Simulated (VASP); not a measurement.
# CdSe (Cadmoselite) (P6_3mc) in VASP: settings compared, part 2 of 2

VASP 6.6.1. The steps go on from the part before.

## (5) Relaxation of cell and atoms, r2SCAN

This run uses another cell than the first one, of 28.99 Å³/atom, 1.031 times its volume.

Input file INCAR:

```
ALGO = Normal
EDIFF = 1E-7
EDIFFG = -0.005
ENCUT = 600
IBRION = 2
ISIF = 3
ISMEAR = 0
KPAR = 2
LASPH = T
LCHARG = F
LMIXTAU = T
LREAL = F
LWAVE = F
METAGGA = R2SCAN
NELM = 80
NSW = 90
PREC = Accurate
SIGMA = 0.03
```

Input file KPOINTS:

```
k-points
0
Gamma
  9 9 4
```

Input file POSCAR:

```
CdSe                                    
1.0
    4.3471375919      0.0000000000      0.0000000000
   -2.1735687960      3.7647315884     -0.0000000000
    0.0000000000      0.0000000000      7.0848595005
  Cd              Se            
     2     2
Direct
     0.3333333332999970    0.6666666667000030    0.0045193206025462
     0.6666666667000030    0.3333333332999970    0.5045193206025461
     0.3333333332999970    0.6666666667000030    0.3804806793974519
     0.6666666667000030    0.3333333332999970    0.8804806793974519
```

Potentials or basis: VASP PAW PBE potentials, release 64 (Cd, Se).

Launch:

```
cat potpaw_PBE.64/Cd/POTCAR potpaw_PBE.64/Se/POTCAR > POTCAR
mpirun -np 2 vasp_std > vasp.out
```

OUTCAR:

```text
EDIFF = 1E-7
   EDIFFG = -0.005
   ENCUT = 600
   IBRION = 2
   ISIF = 3
   ISMEAR = 0
   LASPH = T
   LREAL = F
   METAGGA = R2SCAN
   NELM = 80
   NSW = 90
   PREC = Accurate

 ion  position               nearest neighbor table
   1  0.333  0.667  0.005-   4 2.66   4 2.66   4 2.66   3 2.66
   2  0.667  0.333  0.505-   3 2.66   3 2.66   3 2.66   4 2.66
   3  0.333  0.667  0.380-   2 2.66   2 2.66   2 2.66   1 2.66
   4  0.667  0.333  0.880-   1 2.66   1 2.66   1 2.66   2 2.66

  LATTYP: Found a hexagonal cell.
 ALAT       =     4.3471375919
 C/A-ratio  =     1.6297757664

  Lattice vectors:

 A1 = (   4.3471375919,   0.0000000000,   0.0000000000)
 A2 = (  -2.1735687960,   3.7647315884,   0.0000000000)
 A3 = (   0.0000000000,   0.0000000000,   7.0848595005)

Analysis of symmetry for initial positions (statically):
=====================================================================
 Subroutine PRICEL returns:
 Original cell was already a primitive cell.

 Routine SETGRP: Setting up the symmetry group for a
 hexagonal supercell.

 Subroutine GETGRP returns: Found 12 space group operations
 (whereof  6 operations were pure point group operations)
 out of a pool of 24 trial point group operations.

The static configuration has the point symmetry C_3v.
 The point group associated with its full space group is C_6v.

Analysis of symmetry for dynamics (positions and initial velocities):
=====================================================================
 Subroutine PRICEL returns:
 Original cell was already a primitive cell.

 Routine SETGRP: Setting up the symmetry group for a
 hexagonal supercell.

 Subroutine GETGRP returns: Found 12 space group operations
 (whereof  6 operations were pure point group operations)
 out of a pool of 24 trial point group operations.

The dynamic configuration has the point symmetry C_3v.
 The point group associated with its full space group is C_6v.

 Subroutine INISYM returns: Found 12 space group operations
 (whereof  6 operations are pure point group operations),
 and found     1 'primitive' translations

----------------------------------------------------------------------------------------

                                     Primitive cell

  volume of cell :     115.9494

  direct lattice vectors                    reciprocal lattice vectors
     4.347137592  0.000000000  0.000000000     0.230036427  0.132811593  0.000000000
    -2.173568796  3.764731588  0.000000000     0.000000000  0.265623186  0.000000000
     0.000000000  0.000000000  7.084859501     0.000000000  0.000000000  0.141146059

  length of vectors
     4.347137592  4.347137592  7.084859501     0.265623186  0.265623186  0.141146059

  position of ions in fractional coordinates (direct lattice)
     0.333333333  0.666666667  0.004519321
     0.666666667  0.333333333  0.504519321
     0.333333333  0.666666667  0.380480679
[... 118 lines left out ...]
   NGX = 17   NGY = 17   NGZ = 29

--------------------------------------- Ionic step        1  -------------------------------------------

 number of electron      35.9999999 magnetization

 Free energy of the ion-electron system (eV)
  ---------------------------------------------------
  ext. energy  EPLUGINS =         0.00000000
  ---------------------------------------------------
  free energy    TOTEN  =       -71.83409864 eV

  energy without entropy =      -71.83409864  energy(sigma->0) =      -71.83409864

------------------------ aborting loop because EDIFF is reached ----------------------------------------

  FORCE on cell =-STRESS in cart. coord.  units (eV):
  Direction    XX          YY          ZZ          XY          YZ          ZX
  --------------------------------------------------------------------------------------
  -------------------------------------------------------------------------------------
  Total       -0.0312871     -0.0312871      0.0073092      0.0000000      0.0000000      0.0000000
  in kB       -0.4323213     -0.4323213      0.1009972      0.0000000      0.0000000      0.0000000
  external PRESSURE =      -0.2545485 kB  Pullay stress =       0.0000000 kB

 VOLUME and BASIS-vectors are now :
 -----------------------------------------------------------------------------
  energy-cutoff  :      600.00
  volume of cell :      115.95
      direct lattice vectors                 reciprocal lattice vectors
     4.347137592  0.000000000  0.000000000     0.230036427  0.132811593  0.000000000
    -2.173568796  3.764731588  0.000000000     0.000000000  0.265623186  0.000000000
     0.000000000  0.000000000  7.084859501     0.000000000  0.000000000  0.141146059

 POSITION                                       TOTAL-FORCE (eV/Angst)
 -----------------------------------------------------------------------------------
     -0.00000      2.50982      0.03202        -0.000000      0.000000     -0.002505
      2.17357      1.25491      3.57445         0.000000     -0.000000     -0.002505
     -0.00000      2.50982      2.69565         0.000000     -0.000000      0.002505
      2.17357      1.25491      6.23808        -0.000000     -0.000000      0.002505
 -----------------------------------------------------------------------------------
    total drift:                               -0.000000      0.000000      0.002304

  FREE ENERGIE OF THE ION-ELECTRON SYSTEM (eV)
  ---------------------------------------------------
  free  energy   TOTEN  =       -71.8340986447 eV

  energy  without entropy=      -71.8340986447  energy(sigma->0) =      -71.83409864

--------------------------------------- Ionic step        2  -------------------------------------------

 number of electron      35.9999998 magnetization

 Free energy of the ion-electron system (eV)
  ---------------------------------------------------
  ext. energy  EPLUGINS =         0.00000000
  ---------------------------------------------------
  free energy    TOTEN  =       -71.83411093 eV

  energy without entropy =      -71.83411093  energy(sigma->0) =      -71.83411093

 E-fermi :   0.5865     XC(G=0):  -9.2803

 val. band max:        0.4156367244   @ k =   0.0000   0.0000   0.0000
 cond. band min:       1.5017034926   @ k =   0.0000   0.0000   0.0000
 fundamental gap:      1.0860667683
 Fermi energy:         0.5865125490

 k-point     1 :       0.0000    0.0000    0.0000
  band No.  band energies     occupation
      1     -12.4429      2.00000
      2     -12.0836      2.00000
      3      -7.6492      2.00000
      4      -7.6438      2.00000
      5      -7.6438      2.00000
      6      -7.5761      2.00000
[... 589 lines left out ...]
     21       5.4460      0.00000
     22       7.2941      0.00000

 [... further k-points ...]

------------------------ aborting loop because EDIFF is reached ----------------------------------------

  FORCE on cell =-STRESS in cart. coord.  units (eV):
  Direction    XX          YY          ZZ          XY          YZ          ZX
  --------------------------------------------------------------------------------------
  -------------------------------------------------------------------------------------
  Total        0.0054431      0.0054431      0.0100690     -0.0000000      0.0000000      0.0000000
  in kB        0.0752623      0.0752623      0.1392249     -0.0000000      0.0000000      0.0000000
  external PRESSURE =       0.0965831 kB  Pullay stress =       0.0000000 kB

 VOLUME and BASIS-vectors are now :
 -----------------------------------------------------------------------------
  energy-cutoff  :      600.00
  volume of cell :      115.87
      direct lattice vectors                 reciprocal lattice vectors
     4.345497231  0.000000000  0.000000000     0.230123262  0.132861728 -0.000000000
    -2.172748616  3.763310994  0.000000000    -0.000000000  0.265723455  0.000000000
     0.000000000  0.000000000  7.085484054     0.000000000  0.000000000  0.141133618

 POSITION                                       TOTAL-FORCE (eV/Angst)
 -----------------------------------------------------------------------------------
     -0.00000      2.50887      0.03190         0.000000     -0.000000      0.001858
      2.17275      1.25444      3.57464         0.000000      0.000000      0.001858
     -0.00000      2.50887      2.69601        -0.000000     -0.000000     -0.001858
      2.17275      1.25444      6.23875        -0.000000      0.000000     -0.001858
 -----------------------------------------------------------------------------------
    total drift:                               -0.000000      0.000000      0.002367

  FREE ENERGIE OF THE ION-ELECTRON SYSTEM (eV)
  ---------------------------------------------------
  free  energy   TOTEN  =       -71.8341109284 eV

  energy  without entropy=      -71.8341109284  energy(sigma->0) =      -71.83411093

 reached required accuracy - stopping structural energy minimisation
```

It took 6.5 min on 2 MPI ranks of Intel Xeon Platinum 8259CL at 2.50GHz (Skylake/Cascade Lake), shared host; peak memory 0.36 GiB.

Results:

```yaml
Free_energy: -71.8341 eV
Relaxed_volume: 28.97 Å³/atom
Relaxed_cell: a = 4.345 Å, b = 4.345 Å, c = 7.085 Å, α = 90.00°, β = 90.00°, γ = 120.00°
Space_group_after_relaxing_to_0.05_Å: P6_3mc (No. 186)
Energy_gained_by_relaxing: 0.0 meV/atom
Ionic_steps: 2
Pressure_after_relaxing: 0.0 GPa
Band_gap_on_the_k_mesh: 1.09 eV, direct
```

Final structure:
```cif
data_structure
_symmetry_space_group_name_H-M 'P 1'
_symmetry_Int_Tables_number 1
_cell_length_a 4.3455
_cell_length_b 4.3455
_cell_length_c 7.0855
_cell_angle_alpha 90.000
_cell_angle_beta 90.000
_cell_angle_gamma 120.000
_cell_volume 115.87
loop_
_atom_site_label
_atom_site_type_symbol
_atom_site_fract_x
_atom_site_fract_y
_atom_site_fract_z
_atom_site_occupancy
Cd1 Cd 0.33333 0.66667 0.00450 1
Cd2 Cd 0.66667 0.33333 0.50450 1
Se1 Se 0.33333 0.66667 0.38050 1
Se2 Se 0.66667 0.33333 0.88050 1
```

Caveat: the PAW data sets were made with another functional, which shifts forces and pressure a little.
